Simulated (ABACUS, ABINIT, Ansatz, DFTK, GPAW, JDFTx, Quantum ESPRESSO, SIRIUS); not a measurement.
HfN: programs and potentials compared

```
Hf N
1.0
     0.00000    2.25600    2.25600
     2.25600    0.00000    2.25600
     2.25600    2.25600    0.00000
Hf N
1 1
Direct
  0.00000 0.00000 0.00000
  0.50000 0.50000 0.50000
```

Alike in all runs: task single point; functional PBEsol; k mesh 10 × 10 × 10; occupations fermi-dirac, width 0.05 eV; no spin polarisation; no spin-orbit coupling. Pressure is positive in compression and, in plane waves, holds the error of the finite cutoff.

```
                                        program and potentials  plane-wave cutoff (eV)  notes  band gap (eV)  pressure (GPa)
   ABACUS, PseudoDojo NC SR 0.4.1 PBEsol standard, plane waves                    1143      -         no gap           -2.78
            DFTK, PseudoDojo SR PBEsol 0.4.1 standard (PBEsol)                    1143      -         no gap           -2.77
JDFTx, PseudoDojo-SR-PBEsol-0.4.1-standard with smoothed tails                    1143      -         no gap           -2.77
                Ansatz, all-electron LAPW, scalar-relativistic                       -      -         no gap           -1.87
               ABINIT, PseudoDojo NC SR PBEsol v0.4.1 standard                    1143      -         no gap           -2.77
SIRIUS, PseudoDojo 0.4.1 PBEsol standard (scalar relativistic)                    1152      -         no gap           -2.79
             GPAW, PAW data sets generated for this functional                     800      -         no gap           -1.62
                             Quantum ESPRESSO, GBRV 1.5 PBEsol                     612      -         no gap           -2.83
```

None finds a gap. The pressure spans -2.83 (Quantum ESPRESSO, GBRV 1.5 PBEsol) to -1.62 GPa (GPAW, PAW data sets generated for this functional), with all-electron results at -1.87.

The functional is the same throughout but for its coding, so the spread measures potentials, basis and numerics; runs on potential files found faulty are left out.
